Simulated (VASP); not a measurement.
Wanted: the native input for a VASP 6.6.1 run.

```
Task                   : relaxation of cell and atoms
Functional             : PBE
Dispersion             : D3(BJ)
Potentials or basis    : VASP PAW PBE potentials, release 64 (Al, P)
Cutoff                 : 600 eV
k mesh                 : 8 × 8 × 8
Occupations            : gaussian, width 0.03 eV
Spin                   : no spin polarisation
Further INCAR settings : ALGO = Normal; EDIFF = 1e-06; IBRION = 2; EDIFFG = -0.01; NSW = 90; ISIF = 3
```

The structure of AlP lies in POSCAR:

```
AlP
1.0
    0.0000000000      2.7255000000      2.7255000000
    2.7255000000      0.0000000000      2.7255000000
    2.7255000000      2.7255000000      0.0000000000
Al P
1 1
Direct
    0.0000000000      0.0000000000      0.0000000000
    0.2500000000      0.2500000000      0.2500000000
```

The input as run:

INCAR

```
PREC = Accurate ; ENCUT = 600
EDIFF = 1E-6 ; ISMEAR = 0
SIGMA = 0.03 ; LREAL = False
LASPH = True ; NELM = 80
ALGO = Normal ; ISIF = 3
LWAVE = False ; LCHARG = False
GGA = PE ; IVDW = 12
IBRION = 2 ; NSW = 90
EDIFFG = -0.01
```

KPOINTS

```
Automatic mesh
0
Gamma
  8 8 8
```

Potentials or basis: VASP PAW PBE potentials, release 64 (Al, P).

The run is started by

```console
$ cat potpaw_PBE.64/Al/POTCAR potpaw_PBE.64/P/POTCAR > POTCAR
$ mpirun -np 1 vasp_std > vasp.out
```

It gave:

```yaml
Pressure_after_relaxing: 0.0 GPa
Band_gap_on_the_k_mesh: 1.57 eV, indirect (least direct gap 3.35 eV)
Dispersion_energy_per_atom: -0.310 eV
```

Caveat: the relaxation stopped at its first step, so nothing moved.

It took 4.4 s on 1 thread of Intel(R) Xeon(R) 6975P-C (Granite Rapids), with other jobs on the host, peak memory 0.18 GiB.
